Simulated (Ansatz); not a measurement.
# Strain and the gap of KI (zincblende)

KI built on the zincblende prototype, relaxed with r2SCAN in Ansatz 0.2.0. Space group F-43m (No. 216), cubic; a = 7.932 Å in the conventional setting, 62.38 Å³ an atom. Around K lie 4 I at 3.43 Å; around I lie 4 K at 3.43 Å.

The axes x, y and z are those of this cell:
```xyz
2
Lattice="0.0000 3.9659 3.9659 3.9659 0.0000 3.9659 3.9659 3.9659 0.0000" Properties=species:S:1:pos:R:3 pbc="T T T"
K     0.0000    0.0000    0.0000
I     1.9829    1.9829    1.9829
```

Unstrained: PBE gives an indirect gap of 3.931 eV, from Γ–K (0.39 of the way from Γ) to Γ; the least direct gap is 3.934 eV at Γ. Least and direct gap differ so little that the kind isn't settled. r2SCAN gives an indirect gap of 4.472 eV, from Γ–K (0.39 of the way from Γ) to Γ; the least direct gap is 4.476 eV at Γ. Least and direct gap differ so little that the kind isn't settled. With HSE06 the valence top lies at Γ–K (0.39 of the way from Γ) and the conduction bottom at Γ, 4.880 eV higher; the smallest vertical gap, at Γ, is 4.882 eV. Least and direct gap differ so little that the kind isn't settled. Meshes: PBE 6×6×6, r2SCAN 6×6×6, HSE06 4×4×4. Strains are changes of length per length. After each strain the atoms were relaxed again with r2SCAN within the symmetry that the strain leaves, so tilts or polar shifts that break it weren't tested; points keep the names that they have in the unstrained zone. No spin polarisation. The prototype was imposed, so other structures may be more stable.

Changes of the least gap in eV (an overlap counts as a negative gap):

| strain | volume change (%) | space group | PBE | r2SCAN | HSE06 | energy rise, r2SCAN (meV/atom) |
| --- | --- | --- | --- | --- | --- | --- |
| uniaxial +2.79 % along [111] | +2.8 | R3m | -0.063 | -0.055 | -0.066 | 1.4 |
| epitaxial -5.93 % in the xy plane, free normal strain +9.49 % | -3.1 | I-4m2 | -0.090 | -0.098 | – | 2.9 |
| epitaxial -4.07 % in the plane normal to [111], free normal strain +4.96 % | -3.4 | R3m | -0.060 | -0.069 | – | 4.4 |

Uniaxial +2.79 % along [111], other directions held. HSE06: the gap goes from 4.880 to 4.814 eV (-0.066 eV); the edges go from Γ–K (0.39) → Γ to (0.208, 0.208, 0.292) → Γ. Stress change with r2SCAN, compression positive: xx -0.21, yy -0.21, zz -0.21, xy -0.03, xz -0.03, yz -0.03 GPa.

Epitaxial -5.93 % in the xy plane, free normal strain +9.49 %. r2SCAN: the gap goes from 4.472 to 4.374 eV (-0.098 eV); the edges go from Γ–K (0.39) → Γ to (1/4, 1/4, -0.490) → Γ. Stress change with r2SCAN, compression positive: xx +0.18, yy +0.18, zz +0.04 GPa.

Epitaxial -4.07 % in the plane normal to [111], free normal strain +4.96 %. r2SCAN: the gap goes from 4.472 to 4.403 eV (-0.069 eV); the edges go from Γ–K (0.39) → Γ to L → Γ. Stress change with r2SCAN, compression positive: xx +0.21, yy +0.21, zz +0.21, xy -0.09, xz -0.09, yz -0.09 GPa.

No spin-orbit coupling is included; it can move band edges with weight on the heavy atoms by tenths of an eV.

Where an edge lies off the special points, it is a point of the mesh or the k point where a search put PBE's edge or least direct gap, reused for the other functionals, whose own edges may lie a little apart.

Coordinates of k points refer to the reciprocal vectors of the primitive cell of the runs.

The meshes of the hybrids are coarse, so their gaps aren't converged to the digits shown.
